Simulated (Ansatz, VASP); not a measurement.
This is a calculation of Tl for VASP 6.6.1.

INCAR

```
PREC = Accurate
ENCUT = 520
EDIFF = 1E-6
ISMEAR = 0
SIGMA = 0.05
LREAL = F
LASPH = T
NELM = 100
ALGO = Fast
ISIF = 2
LWAVE = F
LCHARG = F
NBANDS = 12
```

Contents of KPOINTS:

```
Automatic mesh
0
Gamma
  10 10 10
```

Contents of POSCAR:

```
Tl
1.0
   -1.9559951735      1.9559951735      1.9559951735
    1.9559951735     -1.9559951735      1.9559951735
    1.9559951735      1.9559951735     -1.9559951735
Tl
1
Direct
    0.0000000000      0.0000000000      0.0000000000
```

Potentials or basis: VASP PAW LDA potentials, release 64 (Tl_d).

Launch:

```console
$ cat potpaw_LDA.64/Tl_d/POTCAR > POTCAR
$ mpirun -np 1 vasp_std > vasp.out
```

Question: Set up the same calculation for Ansatz 0.2.0. Potentials there: all-electron LAPW, scalar-relativistic.

Answer: As run (the cutoff follows the program's own potentials):

input.yaml

```yaml
crystal:
  lattice:
    - [-1.9559951735, 1.9559951735, 1.9559951735]
    - [1.9559951735, -1.9559951735, 1.9559951735]
    - [1.9559951735, 1.9559951735, -1.9559951735]
  atoms:
    - { symbol: Tl, position: [0.0, 0.0, 0.0] }
kpoints:
  mp_grid: { grid: [10, 10, 10] }
scf:
  occupations: { method: gaussian, width: 0.05 }
hamiltonian:
  xc: lda
  pseudopotentials: { kind: all_electron, lapw: { basis_error: 0.001 } }
output:
  forces: true
  stress: true
  eigenvalues: true
```

Potentials or basis: all-electron LAPW, scalar-relativistic.

The run is started by

```sh
$ ansatz run input.yaml --threads 1 --pin off --max-ram 3072MiB --backend cpu --events-out ev --progress --plain --runs-dir out
```

Both were run:

|  | VASP | Ansatz | Ansatz less VASP |
| --- | --- | --- | --- |
| gap on the k mesh at the Fermi level (eV) | none | none | - |
| pressure (GPa) | -3.1 | -3.2 | -0.02 |

A gap of «none» marks a metal or a gap that the smearing closes. Ansatz ran all-electron here, so the differences hold the error of VASP's frozen core and of both bases.

Spin-orbit coupling is left out, which matters for the levels of Tl.
